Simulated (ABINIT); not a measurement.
## PbS in ABINIT: convergence with pawecutdg

Input of the first run (pawecutdg 24.7); the others differ in this setting and in those tied to it:

File run.abi:

```
pp_dirpath "./"
pseudos "Pb.GGA_PBE-JTH_sp.xml, S.GGA_PBE-JTH.xml"

acell 3*1.0
rprim
     3.9923520179     2.3049855122     6.5231763210
    -3.9923520179     2.3049855122     6.5231763210
     0.0000000000    -4.6099710245     6.5231763210
ntypat 2
znucl 82 16
natom 2
typat 1 2
xred
     0.9805657800     0.9805657800     0.9805657800
     0.4750355500     0.4750355500     0.4750355500

ecut 653.073270 eV
pawecutdg 24.7

kptopt 1
ngkpt 8 8 8
nshiftk 1
shiftk 0.0 0.0 0.0

ixc -497498
usekden 1
pawxcdev 0

nband 9
occopt 7
tsmear 0.00183747

nstep 100
tolvrs 1.0e-7

iomode 3
prtwf 0
prtden 0
prteig 0
prtebands 0
enunit 1
```

Potentials or basis: JTH PAW PBE v2.0 sp.

The run is started by

```bash
$ abinit run.abi > log 2>&1
```

The cell is a database's computed one.

Hardware: 1 thread of Arm Neoverse V1, with other jobs on the host.

**Question.** The values tried are 24.7, 28.8, 36, 43.2, 52.8, 64.8, 79.2, loosest first. From which on does the gap on the mesh stay within 0.01 eV of the tightest run that finished?

**Answer.** From 28.8 on.

| pawecutdg | energy less the tightest run, at zero smearing (meV/atom) | pressure (GPa) | largest force (eV/Å) | gap on the mesh (eV) | SCF cycles | CPU time (s) | peak memory (GiB) |
| --- | --- | --- | --- | --- | --- | --- | --- |
| 24.7 | -11.95 | 0.64 | 0.020 | 0.743 | 12 | 150 | 0.16 |
| 28.8 | -2.00 | -0.10 | 0.028 | 0.753 | 12 | 160 | 0.17 |
| 36 | -2.42 | 0.04 | 0.025 | 0.751 | 12 | 160 | 0.18 |
| 43.2 | -0.49 | -0.10 | 0.029 | 0.753 | 12 | 160 | 0.19 |
| 52.8 | -0.09 | -0.07 | 0.029 | 0.753 | 12 | 160 | 0.22 |
| 64.8 | -0.05 | -0.09 | 0.028 | 0.753 | 12 | 160 | 0.25 |
| 79.2 | 0.00 | -0.09 | 0.029 | 0.753 | 12 | 160 | 0.33 |

Against the tightest run, the energy stays within 1 meV/atom from 43.2 on; the pressure stays within 0.1 GPa from 43.2 on; the largest force stays within 0.005 eV/Å from 28.8 on. The tightest run that finished is the yardstick and may itself not be fully converged.

Caveat, for the tightest run too: the PAW data sets were made with another functional, which shifts forces and pressure a little; spin-orbit coupling is left out, which as a rule narrows the gap of such compounds by several tenths of an eV; this set keeps more shells in the core, which shifts pressures and gaps.
